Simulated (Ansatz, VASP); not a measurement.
This is a calculation of Si for VASP 6.6.1.

INCAR

```
SYSTEM = Si
PREC     = Accurate       ! precision mode
ENCUT    = 520            ! plane-wave cutoff, eV
EDIFF    = 1E-6           ! SCF threshold, eV
ISMEAR   = -1             ! smearing method
SIGMA    = 0.05           ! smearing width, eV
LREAL    = .FALSE.        ! projectors in reciprocal space
LASPH    = .TRUE.         ! aspherical terms in the spheres
NELM     = 80             ! most SCF steps
ALGO     = Normal         ! electronic algorithm
ISIF     = 2              ! what is computed and relaxed
LWAVE    = .FALSE.        ! write WAVECAR
LCHARG   = .FALSE.        ! write CHGCAR
GGA      = PE             ! functional
NBANDS   = 11             ! bands
```

KPOINTS

```
Automatic mesh
0
G
  8 8 8
  0 0 0
```

Contents of POSCAR:

```
Si
1.0
    0.0000000000      2.7218511865      2.7218511865
    2.7218511865      0.0000000000      2.7218511865
    2.7218511865      2.7218511865      0.0000000000
Si
2
Direct
    0.5093070000      0.4893590000      0.5031720000
    0.7438730000      0.7519100000      0.7438630000
```

Potentials or basis: VASP PAW PBE potentials, release 64 (Si).

Run with:

```sh
$ cat potpaw_PBE.64/Si/POTCAR > POTCAR
$ mpirun -np 1 vasp_std > vasp.out
```

Task: Translate it to Ansatz 0.2.0. Potentials there: all-electron LAPW, scalar-relativistic.

Result: As run (the cutoff follows the program's own potentials):

File input.yaml:

```yaml
crystal:
  lattice:
    - [0.0, 2.7218511865, 2.7218511865]
    - [2.7218511865, 0.0, 2.7218511865]
    - [2.7218511865, 2.7218511865, 0.0]
  atoms:
    - { symbol: Si, position: [0.509307, 0.489359, 0.503172] }
    - { symbol: Si, position: [0.743873, 0.75191, 0.743863] }
kpoints:
  mp_grid: { grid: [8, 8, 8] }
scf:
  occupations: { method: fermi_dirac, width: 0.05 }
hamiltonian:
  xc: pbe
  pseudopotentials: { kind: all_electron, lapw: { basis_error: 0.001 } }
output:
  forces: true
  stress: true
  eigenvalues: true
  populations: true
```

Potentials or basis: all-electron LAPW, scalar-relativistic.

The run is started by

```bash
$ ansatz run input.yaml --threads 1 --pin off --max-ram 2560MiB --backend cpu --events-out ev --progress --plain --runs-dir out
```

Both were run:

|  | VASP | Ansatz | Ansatz less VASP |
| --- | --- | --- | --- |
| gap on the k mesh at the Fermi level (eV) | 0.23 | 0.23 | 0.000 |
| least direct gap on the mesh (eV) | 2.03 | 2.03 | -0.004 |
| pressure (GPa) | 1.4 | 1.5 | +0.05 |
| largest component of the traceless stress (GPa) | 2.57 | 2.59 | +0.016 |
| rms of the force components (eV/Å) | 0.521 | 0.522 | +0.0009 |

Atom by atom the forces differ by 0.001 eV/Å (rms over components). Ansatz ran all-electron here, so the differences hold the error of VASP's frozen core and of both bases.
